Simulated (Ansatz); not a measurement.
Geometry optimisation in Ansatz: input, command and trajectory.

```yaml
crystal:
  lattice:
    - [4.1365162528, 0.0, 0.0]
    - [0.0, 5.0703639085, 0.0]
    - [0.0, 0.0, 4.4308120418]
  atoms:
    - { symbol: Al, position: [0.0, 0.0, 0.6642284183] }
    - { symbol: Al, position: [0.5, 0.5, 0.3357715817] }
    - { symbol: Cu, position: [0.0, 0.5, 0.6680840798] }
    - { symbol: Cu, position: [0.5, 0.0, 0.3319159202] }
    - { symbol: Cu, position: [0.0, 0.2510188889, 0.1639074258] }
    - { symbol: Cu, position: [0.0, 0.7489811111, 0.1639074258] }
    - { symbol: Cu, position: [0.5, 0.2489811111, 0.8360925742] }
    - { symbol: Cu, position: [0.5, 0.7510188889, 0.8360925742] }
basis:
  ecutwfc: 420
kpoints:
  mp_grid: { grid: [8, 8, 8] }
hamiltonian:
  xc: pbesol
scf:
  occupations: { method: gaussian, width: 0.1 }
output:
  forces: true
  stress: true
  eigenvalues: true
relax:
  adjacent_minimum: "off"
  f_tol: 0.008
  max_steps: 50
  cell: { stress_tol: 0.08, p_target: 3.0 }
```

```bash
ansatz run input.yaml --threads 2 --pin off --max-ram 5120MiB --backend cpu --events-out ev --progress --plain --runs-dir out
```

Theory: DFT PBEsol, scalar-relativistic, plane waves, PAW (Ansatz).

Of 4 frames 3 are shown, positions in Å and forces in eV/Å; the SCF threshold varies from step to step. Steps run on the plane waves of an earlier cell, with a Pulay correction in the pressure. The basis is chosen afresh for the last frame, the zero of the energies, and at times for earlier ones too; energy and pressure step there, also at an unchanged geometry. The relaxation lowers the enthalpy F + PV at the target pressure, so the free energy itself can rise.

```xyz
8
Lattice="4.1365 0.0000 0.0000 0.0000 5.0704 0.0000 0.0000 0.0000 4.4308" Properties=species:S:1:pos:R:3:forces:R:3 pbc="T T T" step=1 free_energy_over_end_meV_per_atom=2.61 pressure_GPa=4.61
Al    0.0000    0.0000    2.9431    0.0000    0.0000   -0.0035
Al    2.0683    2.5352    1.4877    0.0000    0.0000    0.0035
Cu    0.0000    2.5352    2.9602    0.0000    0.0000   -0.0080
Cu    2.0683    0.0000    1.4707    0.0000    0.0000    0.0080
Cu    0.0000    1.2728    0.7262    0.0000   -0.0024    0.0013
Cu    0.0000    3.7976    0.7262    0.0000    0.0024    0.0013
Cu    2.0683    1.2624    3.7046    0.0000    0.0024   -0.0013
Cu    2.0683    3.8079    3.7046    0.0000   -0.0024   -0.0013
8
Lattice="4.1442 0.0000 0.0000 0.0000 5.0791 0.0000 0.0000 0.0000 4.4389" Properties=species:S:1:pos:R:3:forces:R:3 pbc="T T T" step=2 free_energy_over_end_meV_per_atom=1.03 pressure_GPa=3.69
Al    0.0000    0.0000    2.9483    0.0000    0.0000   -0.0019
Al    2.0721    2.5395    1.4906    0.0000    0.0000    0.0019
Cu    0.0000    2.5395    2.9653    0.0000    0.0000   -0.0057
Cu    2.0721    0.0000    1.4735    0.0000    0.0000    0.0057
Cu    0.0000    1.2749    0.7274    0.0000   -0.0017    0.0011
Cu    0.0000    3.8041    0.7274    0.0000    0.0017    0.0011
Cu    2.0721    1.2646    3.7115    0.0000    0.0017   -0.0011
Cu    2.0721    3.8145    3.7115    0.0000   -0.0017   -0.0011
8
Lattice="4.1500 0.0000 0.0000 0.0000 5.0856 0.0000 0.0000 0.0000 4.4448" Properties=species:S:1:pos:R:3:forces:R:3 pbc="T T T" step=4 free_energy_over_end_meV_per_atom=0.00 pressure_GPa=3.01
Al    0.0000    0.0000    2.9521    0.0000    0.0000   -0.0001
Al    2.0750    2.5428    1.4927    0.0000    0.0000    0.0001
Cu    0.0000    2.5428    2.9689    0.0000    0.0000   -0.0019
Cu    2.0750    0.0000    1.4760    0.0000    0.0000    0.0019
Cu    0.0000    1.2765    0.7283    0.0000   -0.0006    0.0002
Cu    0.0000    3.8091    0.7283    0.0000    0.0006    0.0002
Cu    2.0750    1.2663    3.7166    0.0000    0.0006   -0.0002
Cu    2.0750    3.8193    3.7166    0.0000   -0.0006   -0.0002
```

Time: 120 s on 2 threads of Arm Neoverse V2, with other jobs on the host, peak memory 0.82 GiB.